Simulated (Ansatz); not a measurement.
# LiCl (Fm-3m): how the settings move a single-point run

Question: which choices in the input matter for LiCl (Fm-3m)?

The COD entry's cell or inner coordinates are ideal or old and differ from later refinements, so a difference from it is no clean test against experiment.

Program: Ansatz 0.2.0. Level of theory: reference: DFT PBE, scalar-relativistic, plane waves, PAW. These are calculated values, not measurements.

### Step 1. The starting structure

The structure is cubic, space group Fm-3m (No. 225). The conventional cell has a = 5.150 Å, b = 5.150 Å, c = 5.150 Å, α = 90.00°, β = 90.00°, γ = 90.00°. Li (site symmetry m-3m) has 6 Cl at 2.58 Å in its first shell of neighbours. Around Cl (site symmetry m-3m) lie 6 Li at 2.58 Å.

Coordinates:

```
CELL_PARAMETERS angstrom
0.00000 2.57520 2.57520
2.57520 0.00000 2.57520
2.57520 2.57520 0.00000
ATOMIC_POSITIONS crystal
Li 0.00000 0.00000 0.00000
Cl 0.50000 0.50000 0.50000
```

### Step 2. Baseline

Contents of input.yaml:

```yaml
crystal:
  lattice:
    - [0.0, 2.575201741, 2.575201741]
    - [2.575201741, 0.0, 2.575201741]
    - [2.575201741, 2.575201741, 0.0]
  atoms:
    - { symbol: Li, position: [0.0, 0.0, 0.0] }
    - { symbol: Cl, position: [0.5, 0.5, 0.5] }
basis:
  ecutwfc: 420
  ecutrho_ratio: 4
kpoints:
  mp_grid: { grid: [12, 12, 12] }
hamiltonian:
  xc: pbe
scf:
  occupations: { method: gaussian, width: 0.05 }
output:
  forces: true
  stress: true
  eigenvalues: true
```

Command:

```sh
> ansatz run input.yaml --threads 4 --pin off --max-ram 7168MiB --backend cpu --events-out ev --progress --plain --runs-dir out
```

### Step 3. Variant: scf.algorithm density_mixing, accuracy medium

input.yaml, as its differences from that of step 2:

```diff
@@ -17,2 +17,3 @@
   occupations: { method: gaussian, width: 0.05 }
+  algorithm: density_mixing
 output:
@@ -20,2 +21,2 @@
   stress: true
-  eigenvalues: true
+accuracy: medium
```

### Step 4. Changing settings: accuracy high

input.yaml, as its differences from that of step 2:

```diff
@@ -20,2 +20,2 @@
   stress: true
-  eigenvalues: true
+accuracy: high
```

### Step 5. Changed: ecutwfc 22.0 Ry

input.yaml, as its differences from that of step 2:

```diff
@@ -9,3 +9,3 @@
 basis:
-  ecutwfc: 420
+  ecutwfc: "22.0 Ry"
   ecutrho_ratio: 4
@@ -20,2 +20 @@
   stress: true
-  eigenvalues: true
```

### Step 6. Changing settings: preconditioner kerker

input.yaml, as its differences from that of step 2:

```diff
@@ -17,2 +17,3 @@
   occupations: { method: gaussian, width: 0.05 }
+  mixing: { preconditioner: kerker }
 output:
@@ -20,2 +21,5 @@
   stress: true
-  eigenvalues: true
+  write_density: true
+  write_potential: true
+  elf: true
+  volumetric_format: npy
```

### Step 7. Changed: ecutwfc 200 eV, mp_grid.grid [15, 15, 15], eigensolver.kind davidson

input.yaml, as its differences from that of step 2:

```diff
@@ -9,6 +9,6 @@
 basis:
-  ecutwfc: 420
+  ecutwfc: "200 eV"
   ecutrho_ratio: 4
 kpoints:
-  mp_grid: { grid: [12, 12, 12] }
+  mp_grid: { grid: [15, 15, 15] }
 hamiltonian:
@@ -17,2 +17,3 @@
   occupations: { method: gaussian, width: 0.05 }
+  eigensolver: { kind: davidson }
 output:
@@ -20,2 +21 @@
   stress: true
-  eigenvalues: true
```

**Question.** What will these runs give? Wanted: for each run, ending; energy change; pressure; gap; force.

As calculated:

| run | ending | energy change | pressure (GPa) | gap (eV) | force (eV/Å) | cycles | time |
| --- | --- | --- | --- | --- | --- | --- | --- |
| reference | converged | 0 | 0.0 | 6.26 | 0.00 | 6 | 0.53 s |
| 1: scf.algorithm density_mixing, accuracy medium | converged | 0.0 meV/atom | 0.0 | 6.26 | 0.00 | 6 | 0.51 s |
| 2: accuracy high | converged | 0.0 meV/atom | 0.0 | 6.26 | 0.00 | 8 | 0.61 s |
| 3: ecutwfc 22.0 Ry | converged | +6.5 meV/atom | 0.0 | 6.26 | 0.00 | 6 | 0.43 s |
| 4: preconditioner kerker | converged | 0.0 meV/atom | 0.0 | 6.26 | 0.00 | 6 | 0.64 s |
| 5: ecutwfc 200 eV, mp_grid.grid [15, 15, 15], eigensolver.kind davidson | converged | +305.7 meV/atom | 0.9 | 6.22 | 0.00 | 6 | 0.42 s |

Times don't compare one to one where runs were asked for different outputs or read a saved state (see the inputs); cycles may leave out searches for a lower state.

Residual by cycle in the longest SCF loop of each run; runs are numbered as in the table. The quantity is the density residual dr2, in eV.

```csv
cycle,reference,run 1,run 2,run 3,run 4,run 5
1,1.5e-5,1.5e-5,1.5e-5,9.7e-5,1.5e-5,0.0132
2,1.9e-5,1.9e-5,1.9e-5,3.7e-5,1.7e-5,0.00208
3,1.0e-6,1.0e-6,9.9e-7,2.2e-5,4.6e-6,1.8e-4
4,3.3e-7,3.3e-7,3.3e-7,1.5e-6,1.8e-7,3.2e-6
5,1.1e-7,1.1e-7,1.2e-7,1.1e-7,3.2e-8,3.3e-7
6,5.3e-9,5.3e-9,7.3e-9,1.7e-8,6.7e-9,9.4e-10
7,-,-,4.4e-10,-,-,-
8,-,-,1.5e-11,-,-,-
```

**Reading.** Of the converged runs whose energies compare with the reference's, «ecutwfc 200 eV, mp_grid.grid [15, 15, 15], eigensolver.kind davidson» moves the energy most (+305.7 meV/atom). Runs 3 and 5 ran under the cutoff that the potentials recommend, as the log warns, so basis error is mixed into their values.

The gaps are Kohn-Sham values of a semilocal functional, not quasiparticle or optical gaps. Such gaps usually fall short of the measured ones.
